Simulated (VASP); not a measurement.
Here is a VASP 6.6.1 calculation.

File INCAR:

```
PREC = Accurate
ENCUT = 520
EDIFF = 1E-6
ISMEAR = 0
SIGMA = 0.05
LREAL = F
LASPH = T
NELM = 120
ALGO = Normal
ISIF = 2
LWAVE = F
LCHARG = F
ISPIN = 2
MAGMOM = 3.16 0
LORBIT = 11
LMAXMIX = 4
GGA = CA
NBANDS = 20
```

File KPOINTS:

```
Automatic mesh
0
Gamma
  7 7 7
```

Contents of POSCAR:

```
MnO
1.0
    2.9694859100      0.0000000000      0.0000000000
   -1.4847429600      2.5716502300      0.0000000000
    0.0000000000      0.0000000000      2.8980711300
Mn O
1 1
Direct
    0.0000000000      0.0000000000      0.0000000000
    0.6666666667      0.3333333333      0.5000000000
```

Potentials or basis: VASP PAW LDA potentials, release 64 (Mn_pv, O).

Run with:

```bash
$ cat potpaw_LDA.64/Mn_pv/POTCAR potpaw_LDA.64/O/POTCAR > POTCAR
$ mpirun -np 1 vasp_std > vasp.out
```

Problem. Estimate the site moments.

Solution. Mn +4.01; O +0.17 μB.

Problem. What does it give for the net moment?

Solution. 4.43 μB per cell.

Stress tensor (GPa, compression positive):
```
-13.73   0.00   0.00
  0.00 -13.73   0.00
  0.00   0.00 -30.21
```

Caveat: so large a pressure means that the cell lies far from this level's equilibrium, or that cutoff or potentials fall short; a cell with one magnetic atom can't hold antiferromagnetic order, which such compounds often take.
